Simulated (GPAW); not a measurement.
A run of GPAW 26.7.0:

File run.py:

```python
from ase import Atoms
from ase.calculators.mixing import SumCalculator
from ase.filters import FrechetCellFilter
from ase.io import write
from ase.optimize import BFGS
from dftd3.ase import DFTD3
from gpaw import GPAW, PW, setup_paths

setup_paths.insert(0, '.')

atoms = Atoms(['W'],
              cell=[[-1.582345, 1.582345, 1.582345],
                    [1.582345, -1.582345, 1.582345],
                    [1.582345, 1.582345, -1.582345]],
              scaled_positions=[[0.0, 0.0, 0.0]],
              pbc=True)

calc = GPAW(mode=PW(600),
            xc='PBEsol',
            kpts={'size': (12, 12, 12), 'gamma': True},
            occupations={'name': 'fermi-dirac', 'width': 0.05},
            nbands=16,
            convergence={'density': 1e-05, 'forces': 0.0001},
            maxiter=150,
            txt='gpaw.txt')
atoms.calc = SumCalculator([calc, DFTD3(method='pbesol', damping='d3bj')])
opt = BFGS(FrechetCellFilter(atoms), trajectory='relax.traj', logfile='-')
done = opt.run(fmax=0.02, steps=60)
calc.write('gs.gpw')
write('result.traj', atoms)
print('Converged:', done)
print('Cell:', atoms.cell.cellpar().round(4))
print('Volume:', round(atoms.get_volume(), 4))
print(atoms.get_scaled_positions().round(5))
```

Potentials or basis: PAW data sets generated in the run's folder for this functional, pw.

Command:

```bash
$ gpaw-setup -f PBEsol W
$ OMP_NUM_THREADS=1 python run.py
```

Hardware: 1 thread of Arm Neoverse V1 (shared host).

**Question.** Estimate the wall time of this run.

**Answer.** It took 31 s on 1 thread of Arm Neoverse V1, with other jobs on the host, peak memory 0.17 GiB. Counts: scf iterations 26, plane waves 543, bands 16, k points 72, ion steps 3.
